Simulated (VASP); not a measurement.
# CuCl (R3m) in VASP: single point with PBE0

Aim: the single point of CuCl with PBE0.

Program: VASP 6.6.1. These are calculated values, not measurements. Logs are shortened: lines on timing, memory, paths and dates and some standing lists are left out, and cuts for length are marked.

### 1 The crystal as given

Symmetry: F-43m, No. 216, cubic system. Conventional cell: a = 5.299 Å, b = 5.299 Å, c = 5.299 Å, α = 90.00°, β = 90.00°, γ = 90.00°. Around Cu (site symmetry -43m) lie 4 Cl at 2.29 Å. Around Cl (site symmetry -43m) lie 4 Cu at 2.29 Å.

The cell is a database's computed one.

### 2 Single point, PBE0

Contents of POSCAR:

```
CuCl
1.0
    1.8732600000      1.0815300000      3.0595300000
   -1.8732600000      1.0815300000      3.0595300000
    0.0000000000     -2.1630500000      3.0595300000
Cu Cl
1 1
Direct
    0.9915900000      0.9915900000      0.9915900000
    0.2414100000      0.2414100000      0.2414100000
```

Contents of INCAR.step1:

```
SYSTEM = CuCl
PREC = Accurate
ENCUT = 520
EDIFF = 1E-5
ISMEAR = 0
SIGMA = 0.02
LREAL = .FALSE.
LASPH = .TRUE.
NELM = 80
ALGO = Normal
ISIF = 2
LWAVE = .TRUE.
LCHARG = .FALSE.
GGA = PE
```

Contents of INCAR.step2:

```
SYSTEM = CuCl
PREC = Accurate
ENCUT = 520
EDIFF = 1E-6
ISMEAR = 0
SIGMA = 0.02
LREAL = .FALSE.
LASPH = .TRUE.
NELM = 80
ALGO = Normal
ISIF = 2
LWAVE = .FALSE.
LCHARG = .FALSE.
GGA = PE
LHFCALC = .TRUE.
AEXX = 0.25
PRECFOCK = Fast
ISTART = 1
```

Contents of KPOINTS:

```
Automatic mesh
0
G
  6 6 6
  0 0 0
```

Potentials or basis: VASP PAW PBE potentials, release 64 (Cu, Cl).

Run with:

```
$ cat potpaw_PBE.64/Cu/POTCAR potpaw_PBE.64/Cl/POTCAR > POTCAR
$ cp INCAR.step1 INCAR
$ mpirun -np 1 vasp_std > vasp.out
$ cp INCAR.step2 INCAR
$ mpirun -np 1 vasp_std > vasp.out
```

OUTCAR:

```text
SYSTEM = CuCl
   PREC = Accurate
   ENCUT = 520
   EDIFF = 1E-6
   ISMEAR = 0
   LREAL = .FALSE.
   LASPH = .TRUE.
   NELM = 80
   ISIF = 2
   GGA = PE
   LHFCALC = .TRUE.
   AEXX = 0.25
   PRECFOCK = Fast
   ISTART = 1

 ion  position               nearest neighbor table
   1  0.992  0.992  0.992-   2 2.29   2 2.29   2 2.29   2 2.29
   2  0.241  0.241  0.241-   1 2.29   1 2.29   1 2.29   1 2.29

  LATTYP: Found a trigonal (rhomboedric) cell.
 ALAT       =     3.7469366140
 COS(alpha) =     0.5001110847

  Lattice vectors:

 A1 = (   1.8732600000,   1.0815300000,   3.0595300000)
 A2 = (  -1.8732600000,   1.0815300000,   3.0595300000)
 A3 = (   0.0000000000,  -2.1630500000,   3.0595300000)

Analysis of symmetry for initial positions (statically):
=====================================================================
 Subroutine PRICEL returns:
 Original cell was already a primitive cell.

 Routine SETGRP: Setting up the symmetry group for a
 trigonal (rhombohedral) supercell.

 Subroutine GETGRP returns: Found  6 space group operations
 (whereof  6 operations were pure point group operations)
 out of a pool of 12 trial point group operations.

The static configuration has the point symmetry C_3v.

Analysis of symmetry for dynamics (positions and initial velocities):
=====================================================================
 Subroutine PRICEL returns:
 Original cell was already a primitive cell.

 Routine SETGRP: Setting up the symmetry group for a
 trigonal (rhombohedral) supercell.

 Subroutine GETGRP returns: Found  6 space group operations
 (whereof  6 operations were pure point group operations)
 out of a pool of 12 trial point group operations.

The dynamic configuration has the point symmetry C_3v.

 Subroutine INISYM returns: Found  6 space group operations
 (whereof  6 operations are pure point group operations),
 and found     1 'primitive' translations

----------------------------------------------------------------------------------------

                                     Primitive cell

  volume of cell :      37.1913

  direct lattice vectors                    reciprocal lattice vectors
     1.873260000  1.081530000  3.059530000     0.266914363  0.154103150  0.108949028
    -1.873260000  1.081530000  3.059530000    -0.266914363  0.154103150  0.108949028
     0.000000000 -2.163050000  3.059530000     0.000000000 -0.308206301  0.108949532

  length of vectors
[... 101 lines left out ...]
     AMIX     =   0.40;   BMIX     =  1.00
     AMIX_MAG =   1.60;   BMIX_MAG =  1.00
  volume/ion in A,a.u.               =      18.60       125.49
  Fermi-wavevector in a.u.,A,eV,Ry     =   1.285342  2.428944 22.478228  1.652103
  Thomas-Fermi vector in A             =   2.417482
   LORBIT       =      0    0 simple, 1 ext, 2 COOP (PROOUT), +10 PAW based schemes
   GGA     = PE    functional components
   LHFCALC =     T    Hartree Fock is set to
   PRECFOCK=fast      Normal, Fast or Accurate (Low or Medium for compatibility)
   ENCUT4O =  -1.0   cutoff for four orbital integrals eV
   NKREDX  =     1    reduce k-point grid by
   NKREDY  =     1    reduce k-point grid by
   NKREDZ  =     1    reduce k-point grid by
   AEXX    =    0.2500 exact exchange contribution
   HFSCREEN=    0.0000 screening length (either q_TF or 0.3 A-1)
   HFSCREENC=   0.0000 screening length for correlation (either q_TF or 0.3 A-1)
   ENCUTFOCK=  -1.0 apply spherical cutoff to Coloumb kernel
   IVDW    =     0    specifies the selected vdW correction
   LEPSILON=     F    determine dielectric tensor
   LRPA    =     F    only Hartree local field effects (RPA)
 non-spin polarized calculation
 Gauss-broadening in eV      SIGMA  =   0.02
  energy-cutoff  :      520.00
  volume of cell :       37.19
 maximum number of plane-waves:      1018
  NGX = 16; NGY = 16; NGZ = 16

 number of electron      17.9999987 magnetization

 Free energy of the ion-electron system (eV)
  ---------------------------------------------------
  ext. energy  EPLUGINS =         0.00000000
  ---------------------------------------------------
  free energy    TOTEN  =        -8.06605985 eV

  energy without entropy =       -8.06605985  energy(sigma->0) =       -8.06605985

 E-fermi :   2.9986     XC(G=0):  -7.6310

 val. band max:        2.9046700370   @ k =   0.0000   0.0000   0.0000
 cond. band min:       6.0474808653   @ k =   0.0000   0.0000   0.0000
 fundamental gap:      3.1428108283
 Fermi energy:         2.9986315423

 k-point     1 :       0.0000    0.0000    0.0000
  band No.  band energies     occupation
      1     -15.4881      2.00000
      2      -2.4416      2.00000
      3      -2.4361      2.00000
      4      -2.4361      2.00000
      5       0.7996      2.00000
      6       0.7996      2.00000
      7       2.9012      2.00000
      8       2.9013      2.00000
      9       2.9047      2.00000
     10       6.0475      0.00000
     11      12.2970      0.00000
     12      12.3000      0.00000
     13      12.3000      0.00000
[... 354 lines left out ...]
  band No.  band energies     occupation
      1     -14.7391      2.00000
      2      -3.7027      2.00000
      3      -2.8488      2.00000
      4      -2.3959      2.00000
      5       0.6472      2.00000
      6       0.7455      2.00000
      7       1.0216      2.00000
      8       1.2465      2.00000
      9       1.6656      2.00000
     10       9.7311      0.00000
     11      10.9469      0.00000
     12      13.7331      0.00000
     13      14.1795      0.00000

 [... further k-points ...]

------------------------ aborting loop because EDIFF is reached ----------------------------------------

  FORCE on cell =-STRESS in cart. coord.  units (eV):
  Direction    XX          YY          ZZ          XY          YZ          ZX
  --------------------------------------------------------------------------------------
  -------------------------------------------------------------------------------------
  Total        0.9922245      0.9922235      1.0032128      0.0000000      0.0000011      0.0000000
  in kB       42.7444029     42.7443635     43.2177746      0.0000000      0.0000471      0.0000000
  external PRESSURE =      42.9021804 kB  Pullay stress =       0.0000000 kB

 VOLUME and BASIS-vectors are now :
 -----------------------------------------------------------------------------
  energy-cutoff  :      520.00
  volume of cell :       37.19
      direct lattice vectors                 reciprocal lattice vectors
     1.873260000  1.081530000  3.059530000     0.266914363  0.154103150  0.108949028
    -1.873260000  1.081530000  3.059530000    -0.266914363  0.154103150  0.108949028
     0.000000000 -2.163050000  3.059530000     0.000000000 -0.308206301  0.108949532

 POSITION                                       TOTAL-FORCE (eV/Angst)
 -----------------------------------------------------------------------------------
      0.00000      0.00001      9.10140         0.000000     -0.000000     -0.003714
      0.00000      0.00000      2.21580         0.000000      0.000000      0.003714
 -----------------------------------------------------------------------------------
    total drift:                                0.000005      0.000093      0.000388

  FREE ENERGIE OF THE ION-ELECTRON SYSTEM (eV)
  ---------------------------------------------------
  free  energy   TOTEN  =        -8.0660598480 eV

  energy  without entropy=       -8.0660598480  energy(sigma->0) =       -8.06605985
```

Wall time 21 min (1 thread of AMD EPYC 7R13 (Zen 3), shared host); peak memory 0.15 GiB.

Results:

```yaml
Free_energy: -8.0661 eV
Pressure: 4.3 GPa
Largest_force: 0.004 eV/Å
Band_gap_on_the_k_mesh: 3.14 eV, direct
```

Forces on the atoms (eV/Å):
```
Cu   0.000  0.000 -0.004
Cl   0.000  0.000  0.004
```

Caveat: the PAW data sets were made with another functional, which shifts forces and pressure a little.
